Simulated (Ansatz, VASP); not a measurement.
**One calculation of NiO, two programs**

File INCAR:

```
SYSTEM = NiO
ALGO = Normal
EDIFF = 1E-7
ENCUT = 520
GGA = PE
ISIF = 2
ISMEAR = 0
LASPH = .True.
LCHARG = .False.
LREAL = .False.
LWAVE = .False.
NBANDS = 15
NELM = 100
PREC = Accurate
SIGMA = 0.05
```

File KPOINTS:

```
k-points
0
Gamma
  14 14 14
  0 0 0
```

POSCAR

```
NiO
1.0
    0.0000000000      2.0796301279      2.0796301279
    2.0796301279      0.0000000000      2.0796301279
    2.0796301279      2.0796301279      0.0000000000
Ni O
1 1
Direct
    0.0000000000      0.0000000000      0.0000000000
    0.5000000000      0.5000000000      0.5000000000
```

Input for Ansatz:

```yaml
crystal:
  lattice:
    - [0.0, 2.0796301279, 2.0796301279]
    - [2.0796301279, 0.0, 2.0796301279]
    - [2.0796301279, 2.0796301279, 0.0]
  atoms:
    - { symbol: Ni, position: [0.0, 0.0, 0.0] }
    - { symbol: O, position: [0.5, 0.5, 0.5] }
basis:
  ecutwfc: 420
  ecutrho_ratio: 4
kpoints:
  mp_grid: { grid: [14, 14, 14] }
hamiltonian:
  xc: pbe
scf:
  occupations: { method: gaussian, width: 0.05 }
output:
  forces: true
  stress: true
  eigenvalues: true
```

Alike in both runs: task single point; functional PBE; k mesh 14 × 14 × 14; occupations gaussian, width 0.05 eV; no spin polarisation.

|  | VASP | Ansatz |
| --- | --- | --- |
| version | VASP 6.6.1 | Ansatz 0.2.0 |
| potentials or method | VASP PAW PBE potentials, release 64 (Ni, O) | scalar-relativistic, plane waves, PAW |
| plane-wave cutoff (eV) | 520 | 420 |
| valence electrons in the cell | 16 | 24 |

VASP gave:

* gap on the k mesh at the Fermi level (eV): none
* pressure (GPa): 0.1

Q: Which values does Ansatz return?

A: gap on the k mesh at the Fermi level (eV): none; pressure (GPa): 0.0.

A gap of «none» marks a metal or a gap that the smearing closes. With one functional, cell and mesh, what is left measures potentials, basis and numerics. The two sets of potentials don't hold the same shells in valence.

Caveats: the run has no spin polarisation, though such a crystal can be magnetic; semilocal functionals often make such compounds metallic where correlation or magnetic order opens a gap, which also shifts bond lengths. Spin polarisation is off, so any magnetic state and its effect on volume and gap are missing.
